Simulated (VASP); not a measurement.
# NaI (Fm-3m) in VASP: further runs

The runs below take NaI through single point, with PBE.

All numbers are computed with VASP 6.6.1; they aren't measurements. Logs are shortened: lines on timing, memory, paths and dates and some standing lists are left out, and cuts for length are marked.

### 1 The structure

The structure is cubic, space group Fm-3m (No. 225). The conventional cell has a = 6.473 Å, b = 6.473 Å, c = 6.473 Å, α = 90.00°, β = 90.00°, γ = 90.00°. I (site symmetry m-3m) is surrounded by 6 Na at 3.24 Å. Around Na (site symmetry m-3m) lie 6 I at 3.24 Å.

### 2 Single point, PBE

Input file INCAR:

```
SYSTEM = NaI
PREC = Normal ; ENCUT = 550
EDIFF = 1E-6 ; ISMEAR = 0
SIGMA = 0.05 ; LREAL = .FALSE.
LASPH = .TRUE. ; NELM = 100
ALGO = Normal ; ISIF = 2
LWAVE = .FALSE. ; LCHARG = .FALSE.
GGA = PE ; NBANDS = 14
ADDGRID = .FALSE.
```

Input file KPOINTS:

```
Automatic mesh
0
G
  9 9 9
  0 0 0
```

Input file POSCAR:

```
NaI
1.0
    0.0000000000      3.2364000000      3.2364000000
    3.2364000000      0.0000000000      3.2364000000
    3.2364000000      3.2364000000      0.0000000000
I Na
1 1
Direct
    0.5000000000      0.5000000000      0.5000000000
    0.0000000000      0.0000000000      0.0000000000
```

Potentials or basis: VASP PAW PBE potentials, release 64 (I, Na_pv).

On the command line:

```console
> cat potpaw_PBE.64/I/POTCAR potpaw_PBE.64/Na_pv/POTCAR > POTCAR
> mpirun -np 1 vasp_std > vasp.out
```

OUTCAR:

```text
SYSTEM = NaI
   PREC = Normal
   ENCUT = 550
   EDIFF = 1E-6
   ISMEAR = 0
   LREAL = .FALSE.
   LASPH = .TRUE.
   NELM = 100
   ISIF = 2
   GGA = PE

 Found     35 irreducible k-points:

 Following reciprocal coordinates:
            Coordinates               Weight
  0.000000  0.000000  0.000000      1.000000
  0.111111  0.000000  0.000000      8.000000
  0.222222  0.000000  0.000000      8.000000
  0.333333  0.000000  0.000000      8.000000
  0.444444  0.000000  0.000000      8.000000
  0.111111  0.111111  0.000000      6.000000
   k-points           NKPTS =     35   k-points in BZ     NKDIM =     35   number of bands    NBANDS=     14
   number of dos      NEDOS =    301   number of ions     NIONS =      2
   total plane-waves  NPLWV =  21952
   dimension x,y,z NGX =    28 NGY =   28 NGZ =   28
   dimension x,y,z NGXF=    56 NGYF=   56 NGZF=   56
   ions per type =               1   1
   NGX,Y,Z   is equivalent  to a cutoff of  10.17, 10.17, 10.17 a.u.
   NGXF,Y,Z  is equivalent  to a cutoff of  20.34, 20.34, 20.34 a.u.
 SYSTEM =  NaI
   PREC   = normal    normal or accurate (medium, high low for compatibility)
   ISTART =      0    job   : 0-new  1-cont  2-samecut
   ICHARG =      2    charge: 1-file 2-atom 10-const
   ISPIN  =      1    spin polarized calculation?
   LNONCOLLINEAR =      F non collinear calculations
   LSORBIT =      F    spin-orbit coupling
   LASPH  =      T    aspherical Exc in radial PAW
   ENCUT  =  550.0 eV  40.42 Ry    6.36 a.u.   8.75  8.75  8.75*2*pi/ulx,y,z
   NELM   =    100;   NELMIN=  2; NELMDL= -5     # of ELM steps
   EDIFF  = 0.1E-05   stopping-criterion for ELM
   LREAL  =      F    real-space projection
   EDIFFG = 0.1E-04   stopping-criterion for IOM
   NSW    =      0    number of steps for IOM
   IBRION =     -1    ionic relax: 0-MD 1-quasi-New 2-CG
   NFREE  =      0    steps in history (QN), initial steepest desc. (CG)
   ISIF   =      2    stress and relaxation
   ISYM   =      2    0-nonsym 1-usesym 2-fastsym
   POTIM  = 0.5000    time-step for ionic-motion
   TEBEG  =    0.0;   TEEND  =   0.0 temperature during run
   PSTRESS=    0.0 pullay stress
   NELECT =      14.0000    total number of electrons
   NUPDOWN=      -1.0000    fix difference up-down
   EMIN   =  10.00;   EMAX   =-10.00  energy-range for DOS
   EFERMI =   0.00;   METHOD = LEGACY
   ISMEAR =     0;   SIGMA  =   0.05  broadening in eV -4-tet -1-fermi 0-gaus
   EFERMI_NEDOS =   21; number of points for ismear=-14 and -15
   IALGO  =     38    algorithm
   IMIX   =      4    mixing-type and parameters
     AMIX     =   0.40;   BMIX     =  1.00
     AMIX_MAG =   1.60;   BMIX_MAG =  1.00
  volume/ion in A,a.u.               =      33.90       228.76
  Fermi-wavevector in a.u.,A,eV,Ry     =   0.967636  1.828567 12.739397  0.936319
  Thomas-Fermi vector in A             =   2.097538
   LORBIT       =      0    0 simple, 1 ext, 2 COOP (PROOUT), +10 PAW based schemes
   GGA     = PE    functional components
   LHFCALC =     F    Hartree Fock is set to
   AEXX    =    0.0000 exact exchange contribution
   IVDW    =     0    specifies the selected vdW correction
   LEPSILON=     F    determine dielectric tensor
   LRPA    =     F    only Hartree local field effects (RPA)
 non-spin polarized calculation
 Gauss-broadening in eV      SIGMA  =   0.05
  energy-cutoff  :      550.00
  volume of cell :       67.80
 maximum number of plane-waves:      2004
   NGX = 17   NGY = 17   NGZ = 17

 number of electron      13.9999978 magnetization

 Free energy of the ion-electron system (eV)
  ---------------------------------------------------
  ext. energy  EPLUGINS =         0.00000000
  ---------------------------------------------------
  free energy    TOTEN  =        -5.38513925 eV

  energy without entropy =       -5.38513925  energy(sigma->0) =       -5.38513925

 E-fermi :   1.0043     XC(G=0):  -7.7049

 val. band max:        0.8063644886   @ k =   0.0000   0.0000   0.0000
 cond. band min:       4.4469442574   @ k =   0.0000   0.0000   0.0000
 fundamental gap:      3.6405797689
 Fermi energy:         1.0043154204

 k-point     1 :       0.0000    0.0000    0.0000
  band No.  band energies     occupation
      1     -21.6328      2.00000
      2     -21.6328      2.00000
      3     -21.6328      2.00000
      4     -10.2112      2.00000
      5       0.8064      2.00000
      6       0.8064      2.00000
      7       0.8064      2.00000
      8       4.4469      0.00000
      9       8.7362      0.00000
     10       8.7362      0.00000
     11       8.7362      0.00000
     12      10.5544      0.00000
     13      10.5544      0.00000
     14      11.2411      0.00000

 k-point     2 :       0.1111    0.0000    0.0000
  band No.  band energies     occupation
      1     -21.6334      2.00000
      2     -21.6328      2.00000
      3     -21.6328      2.00000
      4     -10.1770      2.00000
      5       0.4303      2.00000
      6       0.7708      2.00000
      7       0.7708      2.00000
      8       4.8728      0.00000
      9       8.4234      0.00000
     10       8.8637      0.00000
     11       8.8637      0.00000
     12      10.1803      0.00000
     13      10.1803      0.00000
     14      11.7478      0.00000

 k-point     3 :       0.2222    0.0000    0.0000
  band No.  band energies     occupation
      1     -21.6349      2.00000
      2     -21.6329      2.00000
      3     -21.6329      2.00000
      4     -10.0875      2.00000
      5      -0.3029      2.00000
      6       0.6841      2.00000
      7       0.6841      2.00000
      8       5.6048      0.00000
      9       8.2367      0.00000
     10       8.8514      0.00000
     11       8.8514      0.00000
     12      10.1801      0.00000
     13      10.1801      0.00000
     14      11.3515      0.00000

 k-point     4 :       0.3333    0.0000    0.0000
  band No.  band energies     occupation
      1     -21.6367      2.00000
      2     -21.6330      2.00000
      3     -21.6330      2.00000
      4      -9.9807      2.00000
      5      -0.9552      2.00000
      6       0.5909      2.00000
      7       0.5909      2.00000
      8       5.9086      0.00000
      9       8.5067      0.00000
     10       8.5067      0.00000
     11       8.8003      0.00000
     12      10.9479      0.00000
     13      11.0867      0.00000
     14      11.0867      0.00000

 k-point     5 :       0.4444    0.0000    0.0000
  band No.  band energies     occupation
      1     -21.6379      2.00000
      2     -21.6331      2.00000
      3     -21.6331      2.00000
      4      -9.9076      2.00000
      5      -1.3254      2.00000
      6       0.5329      2.00000
      7       0.5329      2.00000
      8       5.9061      0.00000
      9       8.2804      0.00000
     10       8.2804      0.00000
     11       9.4551      0.00000
     12      11.0245      0.00000
     13      12.4451      0.00000
     14      12.4451      0.00000

 k-point     6 :       0.1111    0.1111    0.0000
  band No.  band energies     occupation
      1     -21.6333      2.00000
      2     -21.6330      2.00000
      3     -21.6329      2.00000
      4     -10.1659      2.00000
      5       0.4213      2.00000
      6       0.7045      2.00000
      7       0.7045      2.00000
      8       5.0172      0.00000
      9       8.1720      0.00000
     10       9.0198      0.00000
     11       9.0198      0.00000
     12       9.5103      0.00000
     13      10.6937      0.00000
     14      12.1391      0.00000

 [... further k-points ...]

------------------------ aborting loop because EDIFF is reached ----------------------------------------

  FORCE on cell =-STRESS in cart. coord.  units (eV):
  Direction    XX          YY          ZZ          XY          YZ          ZX
  --------------------------------------------------------------------------------------
  -------------------------------------------------------------------------------------
  Total        0.1885479      0.1885479      0.1885479      0.0000000      0.0000000     -0.0000000
  in kB        4.4556970      4.4556970      4.4556970      0.0000000      0.0000000     -0.0000000
  external PRESSURE =       4.4556970 kB  Pullay stress =       0.0000000 kB

 VOLUME and BASIS-vectors are now :
 -----------------------------------------------------------------------------
  energy-cutoff  :      550.00
  volume of cell :       67.80
      direct lattice vectors                 reciprocal lattice vectors
     0.000000000  3.236400000  3.236400000    -0.154492646  0.154492646  0.154492646
     3.236400000  0.000000000  3.236400000     0.154492646 -0.154492646  0.154492646
     3.236400000  3.236400000  0.000000000     0.154492646  0.154492646 -0.154492646

 POSITION                                       TOTAL-FORCE (eV/Angst)
 -----------------------------------------------------------------------------------
      3.23640      3.23640      3.23640        -0.000000     -0.000000      0.000000
      0.00000      0.00000      0.00000         0.000000      0.000000     -0.000000
 -----------------------------------------------------------------------------------
    total drift:                                0.000000      0.000000      0.000000

  FREE ENERGIE OF THE ION-ELECTRON SYSTEM (eV)
  ---------------------------------------------------
  free  energy   TOTEN  =        -5.3851392537 eV

  energy  without entropy=       -5.3851392537  energy(sigma->0) =       -5.38513925
```

It took 17 s on 1 thread of Intel Xeon Platinum 8488C (Sapphire Rapids), shared host; peak memory 0.17 GiB.

These settings aren't checked as converged: the numbers below hold their error.

Results:

```
Free energy            : -5.3851 eV
Pressure               : 0.4 GPa
Band gap on the k mesh : 3.64 eV, direct
```

Caveat: spin-orbit coupling is left out, which moves the levels of the heavy elements; an odd mesh through Γ misses points on the zone boundary, where band edges often lie.

### 3 Single point, PBE

Input file INCAR:

```
SYSTEM = NaI
PREC = Accurate ; ENCUT = 550
EDIFF = 1E-6 ; ISMEAR = 0
SIGMA = 0.05 ; LREAL = Auto
LASPH = .TRUE. ; NELM = 100
ALGO = Normal ; ISIF = 2
LWAVE = .FALSE. ; LCHARG = .FALSE.
GGA = PE ; NBANDS = 14
ADDGRID = .FALSE.
```

KPOINTS is that of step 2.

POSCAR is that of step 2.

Potentials or basis: VASP PAW PBE potentials, release 64 (I, Na_pv).

On the command line:

```console
> cat potpaw_PBE.64/I/POTCAR potpaw_PBE.64/Na_pv/POTCAR > POTCAR
> mpirun -np 1 vasp_std > vasp.out
```

It took 33 s on 1 thread of Intel Xeon Platinum 8488C (Sapphire Rapids), shared host; peak memory 0.21 GiB.

The run converged, but some of its settings lie outside the range that counts as converged, so its numbers aren't taken as properties of the crystal.

Results:

```yaml
Free_energy: -5.3864 eV
Pressure: 0.5 GPa
Band_gap_on_the_k_mesh: 3.64 eV, direct
```

Caveat: spin-orbit coupling is left out, which moves the levels of the heavy elements; an odd mesh through Γ misses points on the zone boundary, where band edges often lie.

### 4 For comparison

An earlier run on the cell as given: functional PBE; potentials or basis VASP PAW PBE potentials, release 64 (I, Na_pv); cutoff 520 eV; k mesh 7 × 7 × 7; occupations fermi-dirac, width 0.05 eV; no spin polarisation.

* Pressure: 0.4 GPa
* Band gap on the k mesh: 3.64 eV, direct
